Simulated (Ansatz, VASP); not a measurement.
Two plane-wave programs on NaI

File INCAR:

```
PREC = Accurate
ENCUT = 520
EDIFF = 1E-6
ISMEAR = 0
SIGMA = 0.02
LREAL = F
LASPH = T
NELM = 80
ALGO = Normal
ISIF = 2
LWAVE = F
LCHARG = F
GGA = PE
NBANDS = 14
```

The input KPOINTS:

```
regular mesh
0
Gamma
  6 6 6
```

POSCAR

```
NaI
1.0
    0.0000000000      3.3694622369      3.3694622369
    3.3694622369      0.0000000000      3.3694622369
    3.3694622369      3.3694622369      0.0000000000
Na I
1 1
Direct
    0.0000000000      0.0000000000      0.0000000000
    0.5000000000      0.5000000000      0.5000000000
```

Input for Ansatz:

```yaml
crystal:
  lattice:
    - [0.0, 3.3694622369, 3.3694622369]
    - [3.3694622369, 0.0, 3.3694622369]
    - [3.3694622369, 3.3694622369, 0.0]
  atoms:
    - { symbol: Na, position: [0.0, 0.0, 0.0] }
    - { symbol: I, position: [0.5, 0.5, 0.5] }
basis:
  ecutwfc: 420
kpoints:
  mp_grid: { grid: [6, 6, 6] }
hamiltonian:
  xc: pbe
scf:
  occupations: { method: gaussian, width: 0.02 }
output:
  forces: true
  stress: true
  eigenvalues: true
```

Alike in both runs: task single point; functional PBE; k mesh 6 × 6 × 6; occupations gaussian, width 0.02 eV; no spin polarisation.

|  | VASP | Ansatz |
| --- | --- | --- |
| version | VASP 6.6.1 | Ansatz 0.2.0 |
| potentials or method | VASP PAW PBE potentials, release 64 (Na_pv, I) | scalar-relativistic, plane waves, PAW |
| plane-wave cutoff (eV) | 520 | 420 |
| valence electrons in the cell | 14 | 26 |

```csv
,VASP,Ansatz,Ansatz less VASP
gap on the k mesh at the Fermi level (eV),3.35,3.35,+0.003
least direct gap on the mesh (eV),3.35,3.35,+0.003
pressure (GPa),-1.1,-1.1,0.00
```

The functional is the same, so the differences come from potentials, cutoffs and numerics. The two sets of potentials don't hold the same shells in valence.

Caveats: spin-orbit coupling is left out, which moves the levels of the heavy elements. Expect the measured gap to be larger: semilocal functionals such as PBE lack the derivative discontinuity.
